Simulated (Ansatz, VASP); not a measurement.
W: VASP beside Ansatz

INCAR

```
SYSTEM = W
  ALGO = Normal
  EDIFF = 1E-6
  ENCUT = 520
  ISIF = 2
  ISMEAR = -1
  LASPH = .TRUE.
  LCHARG = .FALSE.
  LREAL = .FALSE.
  LWAVE = .FALSE.
  NBANDS = 13
  NELM = 80
  PREC = Accurate
  SIGMA = 0.1
```

KPOINTS

```
k-points
0
G
  23 23 23
  0 0 0
```

The input POSCAR:

```
W
1.0
   -1.5676867249      1.5676867249      1.5676867249
    1.5676867249     -1.5676867249      1.5676867249
    1.5676867249      1.5676867249     -1.5676867249
W
1
Direct
    0.0000000000      0.0000000000      0.0000000000
```

Input for Ansatz:

```yaml
crystal:
  lattice:
    - [-1.567686725, 1.567686725, 1.567686725]
    - [1.567686725, -1.567686725, 1.567686725]
    - [1.567686725, 1.567686725, -1.567686725]
  atoms:
    - { symbol: W, position: [0.0, 0.0, 0.0] }
hamiltonian:
  xc: lda
  pseudopotentials:
    kind: paw
    azcp:
      W: "pseudopotentials/W.paw.azcp"
basis:
  ecutwfc: 420
  fft_grid_basis: typed
kpoints:
  mp_grid: { grid: [23, 23, 23], shift: [0, 0, 0] }
magnetization:
  spin_polarized: false
scf:
  occupations: { method: fermi_dirac, width: 0.1 }
output:
  stress: true
```

Alike in both runs: task single point; functional LDA; k mesh 23 × 23 × 23; occupations fermi-dirac, width 0.1 eV; no spin polarisation.

|  | VASP | Ansatz |
| --- | --- | --- |
| version | VASP 6.6.1 | Ansatz 0.2.0 |
| potentials or method | VASP PAW LDA potentials, release 64 (W_sv) | plane waves (420 eV) with PAW, scalar-relativistic |
| plane-wave cutoff (eV) | 520 | 420 |
| valence electrons in the cell | 14 | 14 |

Ansatz gave:

* pressure (GPa): -0.1

Task: What did VASP give for the same quantities?

Result: Pressure (GPa): 1.9.

Ansatz warned: «pseudo_functional_mismatch».

The runs have no spin-orbit coupling, so splittings on W are missing.
